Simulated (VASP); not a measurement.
A run of VASP 6.6.1 is set up as follows.

The input INCAR:

```
ALGO     = Fast           # electronic algorithm
EDIFF    = 1E-6           # SCF threshold, eV
ENCUT    = 520            # plane-wave cutoff, eV
GGA      = PE             # functional
ISIF     = 2              # what is computed and relaxed
ISMEAR   = 0              # smearing method
LASPH    = True           # aspherical terms in the spheres
LCHARG   = False          # write CHGCAR
LREAL    = False          # projectors in reciprocal space
LWAVE    = False          # write WAVECAR
NBANDS   = 18             # bands
NELM     = 100            # most SCF steps
PREC     = Accurate       # precision mode
SIGMA    = 0.15           # smearing width, eV
```

Contents of KPOINTS:

```
k-points
0
Gamma
  14 14 14
```

The input POSCAR:

```
BiTe
1.0
    0.0000000000      3.2350000000      3.2350000000
    3.2350000000      0.0000000000      3.2350000000
    3.2350000000      3.2350000000      0.0000000000
Bi Te
1 1
Direct
    0.0309119011     -0.0309119011     -0.0309119011
    0.5000000000      0.5000000000      0.5000000000
```

Potentials or basis: VASP PAW PBE potentials, release 64 (Bi_d, Te).

Launch:

```bash
$ cat potpaw_PBE.64/Bi_d/POTCAR potpaw_PBE.64/Te/POTCAR > POTCAR
$ mpirun -np 1 vasp_std > vasp.out
```

Task: Predict the largest force.

Result: 0.541 eV/Å.

Task: What does it give for the pressure?

Result: 1.4 GPa.

Task: Predict the band gap on the k mesh.

Result: None (metal or under the smearing width).

Stress tensor (GPa, compression positive):
```
2.09 0.00 0.00
0.00 1.09 0.00
0.00 0.00 1.09
```

Caveat: spin-orbit coupling is left out, which moves the levels of the heavy elements.
